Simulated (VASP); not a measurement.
Input of a VASP 6.6.1 run:

File INCAR:

```
PREC     = Accurate       # precision mode
ENCUT    = 520            # plane-wave cutoff, eV
EDIFF    = 1E-6           # SCF threshold, eV
ISMEAR   = -1             # smearing method
SIGMA    = 0.02           # smearing width, eV
LREAL    = False          # projectors in reciprocal space
LASPH    = True           # aspherical terms in the spheres
NELM     = 100            # most SCF steps
ALGO     = Normal         # electronic algorithm
ISIF     = 2              # what is computed and relaxed
LWAVE    = False          # write WAVECAR
LCHARG   = True           # write CHGCAR
GGA      = PE             # functional
LVHAR    = True         
NBANDS   = 16             # bands
KPAR     = 4
```

Contents of KPOINTS:

```
regular mesh
0
Gamma
  7 7 7
```

The input POSCAR:

```
GaAs
1.0
    0.0000000000      2.8268500000      2.8268500000
    2.8268500000      0.0000000000      2.8268500000
    2.8268500000      2.8268500000      0.0000000000
Ga As
1 1
Direct
    0.0000000000      0.0000000000      0.0000000000
    0.2500000000      0.2500000000      0.2500000000
```

Potentials or basis: VASP PAW PBE potentials, release 64 (Ga_d, As).

The run is started by

```bash
$ cat potpaw_PBE.64/Ga_d/POTCAR potpaw_PBE.64/As/POTCAR > POTCAR
$ mpirun -np 4 vasp_std > vasp.out
```

Q: What does it give for the band gap on the k mesh?

A: 0.52 eV, direct.

Q: Predict the pressure.

A: 3.4 GPa.

**The experiment to reproduce.**

From “Evidence of valence band perturbations in GaAsN/GaAs(001): A combined variable-angle spectroscopic ellipsometry and modulated photoreflectance investigation”, 2008, arxiv:0805.2212, for a bulk crystal of GaAs at 300 K: band gap 1.418 ± 0.005 eV (direct).

A measured gap of GaAs is 1.418 eV (direct; 300 K; “Evidence of valence band perturbations in GaAsN/GaAs(001): A combined variable-angle spectroscopic ellipsometry and modulated photoreflectance investigation”, 2008, arxiv:0805.2212); the calculated 0.52 eV misses it by -0.90 eV. 3 values of this kind are on record (1.412 to 1.51 eV); this one was drawn at random among those near their median, those with a stated uncertainty first. Spin-orbit coupling on As, Ga is left out. The value is that of PBE, without temperature or zero-point motion. Semilocal functionals fall short of measured gaps as a rule.
